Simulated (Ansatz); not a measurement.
# BAs (F-43m), an elastic constant from a strain scan

Method: DFT PBE, scalar-relativistic, plane waves, PAW (Ansatz). Settings: plane waves to 420 eV, k-mesh 10×10×10 (Γ-centred), Gaussian smearing 0.05 eV. No spin polarisation. Energies are free energies at this smearing, counted from the undisturbed cell; pressure is positive in compression.

Zero of the scan (relaxed at this level):

```
B As
1.0
     0.00000    2.40441    2.40441
     2.40441    0.00000    2.40441
     2.40441    2.40441    0.00000
B As
1 1
Direct
  0.00000 0.00000 0.00000
  0.75000 0.75000 0.75000
```

The cell is strained by ε times the Voigt pattern (0, 1, 0, 0, 0, 0) (xx, yy, zz, yz, xz, xy; engineering shear) with fractional coordinates fixed. The cell holds 2 atoms in V0 = 27.80 Å³. The stress column is τ = (1/V0) dE/dε, got from the stress tensor σ (compression positive) at each point as −det(1 + εP) σ : P(1 + εP)⁻¹, with P the pattern as a tensor.

```
      ε  ΔE (meV/atom)  τ (GPa)
-0.0400         19.269  -11.234
-0.0300         10.788   -8.342
-0.0200          4.782   -5.510
-0.0100          1.205   -2.743
 0.0000          0.000   -0.039
 0.0100          1.123    2.601
 0.0200          4.497    5.176
 0.0300         10.080    7.683
 0.0350         13.686    8.912
 0.0400              ?        ?
```

**Question.** Which combination of elastic constants does this scan measure, and how large is it?

**Answer.** For small ε, τ = τ0 + Kε with K = pᵀCp, which for this pattern is C11 in the cubic axes. The parabola through τ at ε = -0.0100, 0 and 0.0100 has slope K = 267 GPa at zero. The energies per cell, E = NΔE, of the same two points give K = 2[E(ε₊)/ε₊ − E(ε₋)/ε₋]/[(ε₊ − ε₋)V0] = 268 GPa, in agreement.

**Question.** Predict the withheld row at ε = 0.0400 from the harmonic law, and compare.

**Answer.** ΔE = V0(τ0 ε + Kε²/2)/N = 18.412 meV/atom and τ = 10.65 GPa. The calculation gives 17.815 meV/atom and 10.12 GPa, a miss of 3.2 % of the harmonic energy, so the harmonic law still holds here.